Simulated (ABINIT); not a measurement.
# CdSe (Cadmoselite) (P6_3mc) in ABINIT: single point with PBE

Aim: the single point of CdSe (Cadmoselite) with PBE.

All numbers are computed with ABINIT 10.8.3 (patched build); they aren't measurements. Logs are shortened: lines on timing, memory, paths and dates and some standing lists are left out, and cuts for length are marked. The log counts tension as positive stress, the text compression.

**Measured values to compare with.**

A printed reference work, data compilation reports, for a bulk crystal of CdSe at 2 K: band gap 1.841 eV.

The runs below are set against these values where they give the same quantity.

### 1 Starting point

Symmetry: P6_3mc, No. 186, hexagonal system. Conventional cell: a = 4.300 Å, b = 4.300 Å, c = 7.020 Å, α = 90.00°, β = 90.00°, γ = 120.00°. Around Cd (site symmetry 3m) lie 4 Se at 2.61 to 2.70 Å. Around Se (site symmetry 3m) lie 4 Cd at 2.61 to 2.70 Å.

### 2 Single point, PBE

Input file run.abi:

```
# Pseudopotentials
pp_dirpath "./"
pseudos "Cd.upf, Se.upf"

# Structure
acell 3*1.0 Angstrom
rprim
     4.3000000000     0.0000000000     0.0000000000
    -2.1500000000     3.7239092363     0.0000000000
     0.0000000000     0.0000000000     7.0200000000
ntypat 2
znucl 48 34
natom 4
typat 1 1 2 2
xred
     0.6666666667     0.3333333333     0.5000000000
     0.3333333333     0.6666666667     0.0000000000
     0.6666666667     0.3333333333     0.8850000000
     0.3333333333     0.6666666667     0.3850000000

# Plane-wave basis
ecut 47.0

# k points
kptopt 1
ngkpt 5 5 3
nshiftk 1
shiftk 0.0 0.0 0.0

# Exchange and correlation
ixc 11

# Bands and occupations
nband 44
occopt 3
tsmear 0.05 eV

# SCF cycle
nstep 100
tolvrs 1.0e-10

# Output
iomode 3
prtwf 0
prteig 0
prtebands 0
enunit 1
prtden 1
prtvha 1
prtvclmb 1
prtpot 1
prtelf 1
```

Potentials or basis: PseudoDojo NC SR PBE v0.4.1 standard.

Command:

```sh
$ mpirun --bind-to none -np 4 abinit run.abi > log 2>&1
```

run.abo:

```text
.Version 10.8.3 of ABINIT
 Symmetries : space group P6_3 m c (#186); Bravais hP (primitive hexag.)
================================================================================
 Values of the parameters that define the memory need of the present run
     intxc =       0    ionmov =       0      iscf =       7    lmnmax =       6
     lnmax =       6     mgfft =      90  mpssoang =       3    mqgrid =    4095
     natom =       4  nloc_mem =       1    nspden =       1   nspinor =       1
    nsppol =       1      nsym =      12    n1xccc =    2501    ntypat =       2
    occopt =       3   xclevel =       2
       mpw =       11712          nfft =      262440          nkpt =          10
================================================================================
================================================================================

--------------------------------------------------------------------------------
------------- Echo of variables that govern the present computation ------------
--------------------------------------------------------------------------------
 -outvars: echo values of preprocessed input variables --------
            acell      1.8897261259E+00  1.8897261259E+00  1.8897261259E+00 Bohr
              amu      1.12411000E+02  7.89600000E+01
             ecut      4.70000000E+01 Hartree
           enunit           1
              ixc          11
         kptrlatt        5    0    0      0    5    0      0    0    3
          kptrlen      3.97976322E+01
            natom           4
            nband          44
            ngfft          54      54      90
             nkpt          10
            nstep         100
             nsym          12
           ntypat           2
           occopt           3
        prtebands           0
           prteig           0
           prtelf           1
           prtpot           1
         prtvclmb           1
           prtvha           1
            prtwf           0
            rprim      4.3000000000E+00  0.0000000000E+00  0.0000000000E+00
                      -2.1500000000E+00  3.7239092363E+00  0.0000000000E+00
                       0.0000000000E+00  0.0000000000E+00  7.0200000000E+00
          spgroup         186
           tolvrs      1.00000000E-10
           tsmear      1.83746611E-03 Hartree
            typat      1  1  2  2
           xangst      2.1500000000E+00  1.2413030788E+00  3.5100000000E+00
                      -3.9290183583E-16  2.4826061575E+00  0.0000000000E+00
                       2.1500000000E+00  1.2413030788E+00  6.2127000000E+00
                      -3.9290183583E-16  2.4826061575E+00  2.7027000000E+00
            xcart      4.0629111707E+00  2.3457228581E+00  6.6329387019E+00
                      -7.4247686409E-16  4.6914457162E+00  0.0000000000E+00
                       4.0629111707E+00  2.3457228581E+00  1.1740301502E+01
[... 147 lines left out ...]
    4       0.000000000000      0.000000000000      0.074263515908

 cartesian coordinates (angstrom) at end:
    1      2.15000000000000     1.24130307876667     3.51000000000000
    2     -0.00000000000000     2.48260615753333     0.00000000000000
    3      2.15000000000000     1.24130307876667     6.21270000000000
    4     -0.00000000000000     2.48260615753333     2.70270000000000

 cartesian forces (hartree/bohr) at end:
    1     -0.00000000000000    -0.00000000000000     0.00559696244661
    2      0.00000000000000     0.00000000000000     0.00559696244661
    3      0.00000000000000     0.00000000000000    -0.00559696244661
    4      0.00000000000000     0.00000000000000    -0.00559696244661
 frms,max,avg= 3.2314078E-03 5.5969624E-03   0.000E+00  0.000E+00 -1.123E-06 h/b

 cartesian forces (eV/Angstrom) at end:
    1     -0.00000000000000    -0.00000000000000     0.28780738078701
    2      0.00000000000000     0.00000000000000     0.28780738078701
    3      0.00000000000000     0.00000000000000    -0.28780738078701
    4      0.00000000000000     0.00000000000000    -0.28780738078701
 frms,max,avg= 1.6616567E-01 2.8780738E-01   0.000E+00  0.000E+00 -5.775E-05 e/A
 length scales=  1.889726125908  1.889726125908  1.889726125908 bohr
              =  1.000000000000  1.000000000000  1.000000000000 angstroms
 Fermi (or HOMO) energy (eV) =   4.37325   Average Vxc (eV)=  -9.33665
 Eigenvalues (   eV  ) for nkpt=  10  k points:
 kpt#   1, nband= 44, wtk=  0.01333, kpt=  0.0000  0.0000  0.0000 (reduced coord)
 -97.68408  -97.68405  -58.74776  -58.74752  -58.74464  -58.74464  -58.74461  -58.74461
 -42.70336  -42.70336  -42.70335  -42.70335  -42.68839  -42.68839  -42.68834  -42.68834
 -42.68696  -42.68690   -8.59547   -8.22849   -3.93556   -3.93556   -3.87997   -3.87997
  -3.87366   -3.57880   -3.57880   -3.51447   -3.51447   -3.23359   -0.23648    3.28104
   3.28104    3.98600    3.99693    3.99693    4.69580    6.11649    9.88569    9.88569
  10.14135   10.99731   10.99731   11.70833
 prteigrs : prtvol=0 or 1, do not print more k-points.

--- !EnergyTerms
iteration_state     : {dtset: 1, }
comment             : Components of total free energy in Hartree
kinetic             :  2.79794579186202E+02
hartree             :  2.02011177677007E+02
xc                  : -9.69213447232547E+01
Ewald energy        : -3.05864710014412E+02
psp_core            :  1.00035506211547E+01
local_psp           : -5.84609328191341E+02
non_local_psp       : -9.76425741017758E+01
internal            : -5.93228649546419E+02
'-kT*entropy'       : -1.25335710977631E-06
total_energy        : -5.93228650799777E+02
total_energy_eV     : -1.61425739490949E+04
band_energy         : -7.46745935508993E+01
...

 Cartesian components of stress tensor (hartree/bohr^3)
  sigma(1 1)= -1.18131337E-04  sigma(3 2)=  0.00000000E+00
  sigma(2 2)= -1.18131337E-04  sigma(3 1)=  0.00000000E+00
  sigma(3 3)= -4.64877610E-05  sigma(2 1)=  0.00000000E+00

-Cartesian components of stress tensor (GPa)         [Pressure=  2.7729E+00 GPa]
- sigma(1 1)= -3.47554394E+00  sigma(3 2)=  0.00000000E+00
- sigma(2 2)= -3.47554394E+00  sigma(3 1)=  0.00000000E+00
- sigma(3 3)= -1.36771715E+00  sigma(2 1)=  0.00000000E+00

== END DATASET(S) ==============================================================
================================================================================

 -outvars: echo values of variables after computation  --------
            acell      1.8897261259E+00  1.8897261259E+00  1.8897261259E+00 Bohr
           etotal     -5.9322865080E+02
            fcart     -1.9882137044E-28 -1.1478957174E-28  5.5969624466E-03
                       6.6273790148E-29  3.8263190582E-29  5.5969624466E-03
                       6.6273790148E-29  3.8263190582E-29 -5.5969624466E-03
                       6.6273790148E-29  3.8263190582E-29 -5.5969624466E-03
            rprim      4.3000000000E+00  0.0000000000E+00  0.0000000000E+00
                      -2.1500000000E+00  3.7239092363E+00  0.0000000000E+00
                       0.0000000000E+00  0.0000000000E+00  7.0200000000E+00
           strten     -1.1813133728E-04 -1.1813133747E-04 -4.6487760983E-05
                       0.0000000000E+00  0.0000000000E+00  0.0000000000E+00
           xangst      2.1500000000E+00  1.2413030788E+00  3.5100000000E+00
                      -3.9290183583E-16  2.4826061575E+00  0.0000000000E+00
                       2.1500000000E+00  1.2413030788E+00  6.2127000000E+00
                      -3.9290183583E-16  2.4826061575E+00  2.7027000000E+00
             xred      6.6666666667E-01  3.3333333333E-01  5.0000000000E-01
                       3.3333333333E-01  6.6666666667E-01  0.0000000000E+00
                       6.6666666667E-01  3.3333333333E-01  8.8500000000E-01
                       3.3333333333E-01  6.6666666667E-01  3.8500000000E-01
 Calculation completed.
```

It took 1.7 min on 4 MPI ranks of Arm Neoverse V1, shared host; peak memory 0.64 GiB.

What came out:

```
Free energy                                           : -16142.5739 eV
Largest force                                         : 0.288 eV/Å
Band gap on the k mesh                                : 0.70 eV, direct
Valence electrons inside the program's atomic spheres : Cd 17.17; Se 13.26
```

Forces in eV/Å, atoms in the order of the input:
```
Cd   0.000  0.000  0.288
Cd   0.000  0.000  0.288
Se   0.000  0.000 -0.288
Se   0.000  0.000 -0.288
```

Levels at points of the mesh, in eV from the valence-band top:
```tsv
k point	band 33	band 34	band 35	band 36	band 37	band 38	band 39	band 40
(0.00, 0.00, 0.00)	-0.72	-0.01	0.00	0.00	0.70	2.12	5.89	5.89
```

Caveat: the cutoff is too short for stress, so the log's stress isn't used.

### 3 Comparison with measurements

Step 2. Measured gap of CdSe: 1.841 eV (2 K; a printed reference work, data compilation). This calculation gives 0.70 eV (-1.14 eV). So large a miss can be the level of theory's own, or it may mean another phase, state or a wrong row. Spin-orbit coupling on Cd, Se is left out. The value is that of PBE, without temperature or zero-point motion. Semilocal functionals fall short of measured gaps as a rule.
